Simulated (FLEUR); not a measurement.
# CoO under changes of volume

One of the cells (9.684 Å³/atom); the others are scaled copies at fixed shape and fractional positions:

```
Co O
1.0
     0.00000    2.13150    2.13150
     2.13150    0.00000    2.13150
     2.13150    2.13150    0.00000
Co O
1 1
Direct
  0.00000 0.00000 0.00000
  0.50000 0.50000 0.50000
```

| Property | Result |
| --- | --- |
| Program | FLEUR MaX-R8.1 (later development tree) |
| Functional | PBE |
| Potentials or basis | all-electron |
| Basis | FLAPW |
| Kmax | 4.46 1/bohr |
| k mesh | 11 × 11 × 11 |
| Occupations | fermi-dirac, width 0.05 eV |
| Spin | collinear spin, ferromagnetic start |
| Starting moments | [2.0, 0.0] μB |

```tsv
volume (Å³/atom)	energy over the lowest point (meV/atom)	moment (μB per cell)
9.103	12.26	2.77
9.297	4.15	2.83
9.490	0.00	2.88
9.684	0.43	2.93
9.878	4.99	2.96
10.071	13.24	2.98
10.265	?	?
```

**Question.** What does the run at 10.265 Å³/atom give?

**Answer.** Energy over the lowest point 24.78 meV/atom; moment 2.99 μB per cell.

Worked out: A Birch-Murnaghan fit of order 3 (a polynomial in V^(-2/3)) to the other rows has its minimum at 9.57 Å³/atom with B0 = V·E''(V) = 171 GPa (rough, since the energies scatter). It gives 25.51 meV/atom at 10.265 Å³/atom, against the run's 24.78. A parabola through the other rows of the moment, of slope 0.0391 μB per Å³/atom there, extrapolates to 2.99 μB, against the run's 2.99.

Energies are extrapolated to zero smearing.

Caveats: the plane-wave cutoff is short for the semicore states, which can make moduli rough; a cell with one magnetic atom can't hold antiferromagnetic order, which such compounds often take.
